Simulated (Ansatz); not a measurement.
A relaxation computed with Ansatz, from input to last step.

```yaml
crystal:
  lattice:
    - [1.5431880299, 0.8909600244, 2.2366668491]
    - [-1.5431880299, 0.8909600244, 2.2366668491]
    - [0.0, -1.7819200489, 2.236666849]
  atoms:
    - { symbol: Co, position: [0.0, 0.0, 0.0], spin: 2.55 }
    - { symbol: O, position: [0.5, 0.5, 0.5], spin: 0.32 }
basis:
  ecutwfc: 420
kpoints:
  mp_grid: { grid: [18, 18, 18] }
hamiltonian:
  xc: pbesol
scf:
  occupations: { method: gaussian, width: 0.1 }
output:
  forces: true
  stress: true
  eigenvalues: true
  populations: true
magnetization:
  spin_polarized: true
relax:
  adjacent_minimum: "off"
  f_tol: 0.01
  max_steps: 30
  cell: { stress_tol: 0.1, fix: [volume] }
```

```bash
ansatz run input.yaml --threads 1 --pin off --max-ram 2560MiB --backend cpu --events-out ev --progress --plain --runs-dir out
```

These are results of DFT PBEsol, scalar-relativistic, plane waves, PAW in Ansatz 0.2.0, not measurements.

The volume is held at 1.03 times that of the relaxed cell.

Of 6 frames 5 are shown, positions in Å and forces in eV/Å; the SCF threshold varies from step to step. Steps run on the plane waves of an earlier cell, with a Pulay correction in the pressure. The basis is chosen afresh for the last frame, the zero of the energies, and at times for earlier ones too; energy and pressure step there, also at an unchanged geometry.

```xyz
2
Lattice="1.5432 0.8910 2.2367 -1.5432 0.8910 2.2367 0.0000 -1.7819 2.2367" Properties=species:S:1:pos:R:3:forces:R:3 pbc="T T T" step=1 free_energy_over_end_meV_per_atom=0.31 pressure_GPa=-5.08
Co    0.0000    0.0000    0.0000    0.0000    0.0000    0.0000
O     0.0000    0.0000    3.3550    0.0000    0.0000    0.0000
2
Lattice="1.5407 0.8895 2.2440 -1.5407 0.8895 2.2440 0.0000 -1.7790 2.2440" Properties=species:S:1:pos:R:3:forces:R:3 pbc="T T T" step=2 free_energy_over_end_meV_per_atom=0.14 pressure_GPa=-4.95
Co    0.0000    0.0000    0.0000    0.0000    0.0000    0.0000
O     0.0000    0.0000    3.3659    0.0000    0.0000    0.0000
2
Lattice="1.5369 0.8873 2.2551 -1.5369 0.8873 2.2551 0.0000 -1.7746 2.2551" Properties=species:S:1:pos:R:3:forces:R:3 pbc="T T T" step=3 free_energy_over_end_meV_per_atom=0.05 pressure_GPa=-4.76
Co    0.0000    0.0000    0.0000    0.0000    0.0000    0.0000
O     0.0000    0.0000    3.3827    0.0000    0.0000    0.0000
2
Lattice="1.5369 0.8873 2.2551 -1.5369 0.8873 2.2551 0.0000 -1.7746 2.2551" Properties=species:S:1:pos:R:3:forces:R:3 pbc="T T T" step=4 free_energy_over_end_meV_per_atom=0.00 pressure_GPa=-4.76
Co    0.0000    0.0000    0.0000    0.0000    0.0000    0.0000
O     0.0000    0.0000    3.3827    0.0000    0.0000    0.0000
2
Lattice="1.5359 0.8868 2.2578 -1.5359 0.8868 2.2578 0.0000 -1.7735 2.2578" Properties=species:S:1:pos:R:3:forces:R:3 pbc="T T T" step=6 free_energy_over_end_meV_per_atom=0.00 pressure_GPa=-4.72
Co    0.0000    0.0000    0.0000    0.0000    0.0000    0.0000
O     0.0000    0.0000    3.3867    0.0000    0.0000    0.0000
```

It took 2.3 min on 1 thread of Intel(R) Xeon(R) 6975P-C (Granite Rapids), on a shared host, peak memory 0.63 GiB.

The cell holds one magnetic atom, so it can only be ferromagnetic; an antiferromagnetic order may lie lower.